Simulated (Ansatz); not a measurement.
Start of a relaxation of BeS:

```cif
data_structure
_symmetry_space_group_name_H-M 'P 1'
_symmetry_Int_Tables_number 1
_cell_length_a 4.3336
_cell_length_b 4.3336
_cell_length_c 4.3336
_cell_angle_alpha 112.594
_cell_angle_beta 112.594
_cell_angle_gamma 103.392
_cell_volume 62.13
loop_
_atom_site_label
_atom_site_type_symbol
_atom_site_fract_x
_atom_site_fract_y
_atom_site_fract_z
_atom_site_occupancy
Be1 Be 0.37885 0.37885 0.00000 1
Be2 Be 0.12885 0.62885 0.50000 1
S1 S 0.68170 0.68170 0.00000 1
S2 S 0.43170 0.93170 0.50000 1
```

Theory: DFT PBE, scalar-relativistic, plane waves, PAW in Ansatz. Cutoff 420 eV, Gaussian smearing, Γ-centred meshes. Cell and atoms relax first on a coarse mesh and then on a converged one. In between, the cell is made exact in the group found at 0.06 Å. The steps can't lower the symmetry of their start. No spin polarisation.

A guess keeps its type if space group and coordination stay and the shape of the cell changes little (axis ratios within about 15 %, angles within 6°); the volume may change.

Question: Does this structure survive the relaxation?

Answer: It doesn't keep its type. The symmetry stays I4_1md (No. 109). The volume per atom grows by 20.8 %, from 15.5 to 18.8 Å³. The shortest distance goes from 1.63 Å (Be–S) to 2.02 Å (Be–S). The ratio c/a of the conventional cell changes by a factor of 3.00. Counting neighbours within 15 % of an atom's shortest distance, the start has Be 1, S 1 and the end Be 3, S 3. In detail, at the end Be has 3 S at 2.02 Å; around S lie 3 Be at 2.02 Å.

```
CELL_PARAMETERS angstrom
-1.77520 1.77520 5.95150
1.77520 -1.77520 5.95150
1.77520 1.77520 -5.95150
ATOMIC_POSITIONS crystal
Be 0.94546 0.94546 0.00000
Be 0.69546 0.19546 0.50000
S 0.11508 0.11508 0.00000
S 0.86508 0.36508 0.50000
```

The zero of energy is the elements' standard structures at the same level; no fitted shifts are applied.

Question: At what energy does it end?

Answer: −0.726 eV/atom.

The last run used a 12×12×12 mesh for its 4-atom cell and Gaussian smearing of 0.02 eV. The reference form of S is held partly by dispersion forces, which this level lacks. A structure relaxed within its symmetry needn't be a true minimum. Another cell of BeS relaxed alike, in F-43m (a cell as deposited in COD), lies 0.34 eV/atom lower, so this cell isn't the stable form at this level.
